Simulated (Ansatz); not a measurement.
## NbAs (I4_1md), stationary points along a deformation path

Computed with DFT PBE, scalar-relativistic, plane waves, PAW in Ansatz 0.2.0. The runs took a 420 eV cutoff, a Γ-centred 22×22×22 mesh and Gaussian smearing (0.15 eV). No spin polarisation. Energies are free energies at this smearing, counted from the undisturbed cell; pressure is positive in compression.

The undisturbed cell (relaxed at this level; it needn't be the usual structure):

```yaml
crystal:
  lattice:
    - [-1.73674, 1.73674, 5.87458]
    - [1.73674, -1.73674, 5.87458]
    - [1.73674, 1.73674, -5.87458]
  atoms:
    - { symbol: Nb, position: [0.74890, 0.74890, 0.00000] }
    - { symbol: Nb, position: [0.49890, 0.99890, 0.50000] }
    - { symbol: As, position: [0.16710, 0.16710, 0.00000] }
    - { symbol: As, position: [0.91710, 0.41710, 0.50000] }
```

At fixed volume and fractional coordinates, lengths along (0.000, 0.000, 1.000) are scaled against those across it; ρ is that ratio over its starting value. V = 17.719 Å³/atom. Δσ is the stress along the axis less the mean stress across it (compression positive).

| ρ | ΔE (meV/atom) | Δσ (GPa) | space group |
| --- | --- | --- | --- |
| 0.800 | 311.7 | 36.54 | I4_1md |
| 0.850 | 166.3 | 27.99 | I4_1md |
| 0.920 | 42.9 | 14.17 | I4_1md |
| 0.960 | 10.1 | 6.77 | I4_1md |
| 1.000 | 0.0 | -0.02 | I4_1md |
| 1.050 | 14.3 | -7.91 | I4_1md |
| 1.100 | 54.0 | -15.19 | I4_1md |
| 1.200 | 193.3 | -27.95 | I4_1md |

Task: How does the stress give the slope of the energy, and where is the energy stationary?

Result: Along the path d ln(length) is 2/3 d ln ρ on the axis and −1/3 d ln ρ across it, so dE/d ln ρ = −(2/3) V Δσ: the energy falls with ρ where Δσ is positive. Δσ vanishes or changes sign at ρ = 1.000 (I4_1md), a minimum at 0.0 meV/atom. Pairs of stationary points between two samples would go unseen, and could change a minimum read from distant neighbours into a maximum.

Task: Integrate that slope from ρ = 1 to 1.200 by the trapezoid rule.

Result: With V/N in Å³ and 1 eV/Å³ = 160.2 GPa the slopes at ρ = 1.000, 1.050, 1.100, 1.200 are 2, 583, 1120, 2061 meV/atom per unit of ln ρ. The steps add 14.3 + 39.6 + 138.4 = 192.2 meV/atom, against 193.3 from the energies; the trapezoid rule misses the curvature of the slope within each step.

Forces appear on the atoms along this scan, and letting them relax would lower the energy and soften the response. In a metal these slopes depend on the k mesh and the smearing.

Cost: 8 runs of about 10 core-minutes in all, on Intel Xeon 6975P-C (Granite Rapids) (shared hosts).